The band gap that a density functional gives for a semiconductor can be guessed as a share of the measured gap:

$$E_{\text{gap}} \approx s\,E_{\text{meas}}$$

For zinc sulfide $E_{\text{meas}}$ is roughly 3.7 eV, a recalled round value. The share $s$ depends on what the functional is allowed to know about the electrons. It is about 0.6 for the common functionals built from the density alone, gradient included, and about 0.7 for the SCAN family, which also sees the kinetic-energy density. For TASK, a functional of that second kind designed to open gaps, it is 1.0. These shares are rounded experience, not a least-squares fit, but they were chosen with the gaps below in view, so their agreement is not a blind test.

GPAW 26.7.0, Kohn-Sham DFT with PAW data sets, for ZnS (F-43m, 2-atom cell, fixed geometry), without spin polarisation or spin-orbit coupling. The k mesh is 7 × 7 × 7, with Fermi-Dirac smearing of 0.05 eV; gaps are taken along the path G-X-W-K-G-L-U-W-L-K|U-X. PBE was run on a real-space grid with 0.2 Å spacing, so it has no wave cutoff.

| functional | potentials | wave cutoff | gap on path (eV) | direct gap on path (eV) |
| --- | --- | --- | --- | --- |
| PBE | GPAW-PAW-data-sets-(gpaw-data-1.2.1) | n/a | 2.108 | 2.108 |
| revPBE | GPAW-PAW-data-sets-(gpaw-data-1.2.1) | 600 eV | 2.227 | 2.227 |
| AM05 | PAW-data-sets-made-by gpaw-setup-for-the-functional | 600 eV | 2.092 | 2.092 |
| TASK | GPAW-PAW-data-sets-(gpaw-data-1.2.1) | 600 eV | 3.775 | 3.775 |
| optB88-vdW | GPAW-PAW-data-sets-(gpaw-data-1.2.1) | 600 eV | 2.120 | 2.120 |
| r4SCAN | GPAW-PAW-data-sets-(gpaw-data-1.2.1) | 600 eV | 2.610 | 2.610 |

The gap on path is the energy from the highest filled to the lowest empty state along the lines of crystal momentum that were followed. The direct gap on path compares the two at the same momentum. The columns agree in every row, so all six functionals describe a direct gap. The atoms also stay in the same places throughout, and the differences therefore come from the electronic description, with some contribution from its numerical settings. PBE alone was run on a real-space grid, with a warning of eggbox errors (energies that depend slightly on where the atoms sit between grid points), and AM05 used atomic data sets generated specially for it, while the other five rows took theirs from the standard GPAW collection. No convergence test is shown, so differences of a few hundredths of an eV should not be ranked.

**PBE, revPBE and AM05**

The first three rows use the density and its gradient, and their gaps lie between 2.1 and 2.2 eV. AM05 serves as the first worked case: $0.6 \times 3.7 = 2.22$ eV, against a computed 2.09 eV. The estimate is too high by 0.13 eV, or 6% of the computed gap, and this is the rule's largest miss in eV. The practical meaning of such a gap is plain: a solid with a gap of 2.1 eV would absorb green and blue light, whereas pure zinc sulfide is white.

Why is so much missing? The measured gap is the cost of taking an electron out of the crystal less the energy gained by putting one in. In exact density-functional theory this equals the gap between the Kohn-Sham levels plus a further term, the derivative discontinuity. That term arises because the exact potential jumps by a constant throughout the crystal as soon as the first electron enters the conduction band.

A gradient functional has no means of making that jump. One extra electron spread over a large crystal changes the density at each point by almost nothing, so a potential built smoothly from the density hardly changes either. The level gap is then all that such a functional offers, and for the common ones tabulated here it falls well short of the measured gap. Gradient functionals shaped on purpose to widen the level gap, such as AK13 or HLE16, are expected to lie well above the share of 0.6 and fall outside the rule.

The levels themselves are imperfect too. In the revPBE output, the five levels that electron counting assigns to zinc 3d lie about 6 eV below the top of the valence band at zero crystal momentum, while measurements put them at roughly 9 eV, a recalled value. Levels that lie too high are expected to mix too strongly with the sulfur 3p states and push the valence top up, which narrows the gap further. The depth of these levels does not order the rows, however: the optB88-vdW output places them about 0.2 eV deeper than revPBE does, yet its gap is 0.1 eV smaller. Spin-orbit coupling and lattice vibrations are absent from the calculation, but both would lower the computed gap and so do not account for the shortfall.

revPBE stands 0.14 eV above AM05, and it is tempting to read a ranking into this. The computed stresses advise against it: at this fixed cell revPBE pushes outward, while AM05 pulls inward. With a rough recalled pressure slope for the gap, letting each functional choose its own cell would lower the revPBE gap by about 0.2 eV and raise that of AM05 by about 0.1 eV. The order could reverse, so a single share for the group is as fine a distinction as these rows support.

**TASK**

The fourth row jumps to 3.8 eV, which is 1.7 eV above PBE. TASK also uses the kinetic-energy density, a measure of how steeply the orbitals vary from point to point. This quantity is computed from the orbitals themselves, and that changes the equation each orbital obeys. A gradient functional gives all orbitals one common potential; a functional of the kinetic-energy density adds a term that acts on the slope of each orbital.

In first order, this term shifts the energy of an orbital $\varphi$ by

$$\Delta\varepsilon = \tfrac12 \int \frac{\partial e}{\partial \tau}\,|\nabla\varphi|^2\,d^3r$$

Here, in atomic units, $e$ is the exchange-correlation energy density and $\tau$ the kinetic-energy density. Where the derivative is positive, a steeply varying orbital pays an extra price. The states at the two edges of the gap have different shapes and pay different amounts, so the gap can change even though the atoms have not moved. The term does not act alone: by itself it is expected to charge the compact filled states more than the smoother empty ones, and the common potential changes along with it in the opposite sense. The opening is the net result of the two, and it is in this sum that part of the missing discontinuity enters the level gap.

TASK was built to make the energy depend strongly on $\tau$, and theory therefore leads us to expect a large opening. The table shows the opening but does not separate this term from the accompanying change in the common potential. Nor does a gap near the measured one prove the functional accurate in general. At its own preferred cell, the same rough pressure estimate would lower this gap by about 0.3 eV.

**optB88-vdW**

The fifth row drops back to 2.1 eV. This functional includes a non-local correlation energy meant for weak attraction between distant parts of matter, which makes it more elaborate than PBE. That energy is still computed from the density alone, however, and every orbital again feels one common potential. The row makes a useful comparison: added complexity does not by itself open the gap.

**r4SCAN**

The last row returns to the kinetic-energy density and gives the second worked case: $0.7 \times 3.7 = 2.59$ eV, against a computed 2.61 eV. The gap is 0.5 eV above PBE, a clear step but less than a third of the one TASK makes. The likely reason is a weaker dependence on $\tau$, since r4SCAN was built to satisfy known exact conditions on the energy rather than to widen gaps. It, TASK and optB88-vdW were run with atomic data sets from the standard GPAW collection, not ones stated to be made for them, and the effect of that choice is untested here.

**How far to trust the rule**

Over the six rows the typical (root-mean-square) miss is 0.09 eV; using 0.6 for every row would raise it to 0.66 eV. The misses are not even-handed: for three of the four functionals of the density the estimate is too high by about 0.1 eV. As a separate test, a single constant was fitted to the four functionals without the kinetic-energy density, and both r4SCAN and TASK lie far above it, as the printed output after this text shows. A fresh estimate deserves a wider margin than these misses suggest, because all six rows concern one crystal and the shares vary from material to material. An error of 0.1 in the share moves the result by almost 0.4 eV, and the shares for TASK and the SCAN family rest on one row each.

A neighbouring series, hybrid functionals on the same crystal, would follow the same logic. They mix in exact exchange, which also acts differently on different orbitals, and they usually place the gap well above the PBE value. The constant share itself fails for semiconductors with small gaps: in germanium, gradient functionals can close the gap altogether, and no share near 0.6 describes that. A wide gap is no guarantee either. In zinc oxide, where the zinc 3d levels mix strongly with the oxygen 2p states, gradient functionals typically keep only about a quarter of the measured gap.

Numerical output:

```
Rule of thumb against the table:
         row  share  estimate_eV  computed_eV  estimate_less_computed_eV  miss_percent  actual_share
         PBE    0.6         2.22        2.108                      0.112         5.313        0.5697
      revPBE    0.6         2.22        2.227                     -0.007       -0.3143        0.6019
        AM05    0.6         2.22        2.092                      0.128         6.119        0.5654
        TASK      1          3.7        3.775                     -0.075        -1.987          1.02
  optB88-vdW    0.6         2.22         2.12                        0.1         4.717         0.573
      r4SCAN    0.7         2.59         2.61                      -0.02       -0.7663        0.7054
root-mean-square miss of the rule over all rows, eV: 0.0866
largest miss of the rule, eV: 0.128
root-mean-square miss with the share 0.6 for every row, eV: 0.6594
change of the estimate when the share changes by 0.1, eV: 0.37
fit of gap_on_path on 4 rows (~meta): constant 2.137 +/- 0.031; rms 0.053, worst revPBE -0.0902, leave-one-out rms 0.0707
  rows outside the fit (model, value, miss): TASK 2.137, 3.775, -1.64; r4SCAN 2.137, 2.61, -0.473
spread of the four gradient functionals, eV: 0.135
r4SCAN less PBE, eV: 0.502
TASK less PBE, eV: 1.667
revPBE less AM05 in the fixed cell, eV: 0.135
rough gap shift on relaxing the cell with revPBE, eV: -0.222
rough gap shift on relaxing the cell with AM05, eV: 0.0774
rough gap shift on relaxing the cell with TASK, eV: -0.288
rough gap shift on relaxing the cell with r4SCAN, eV: 0.0984
```
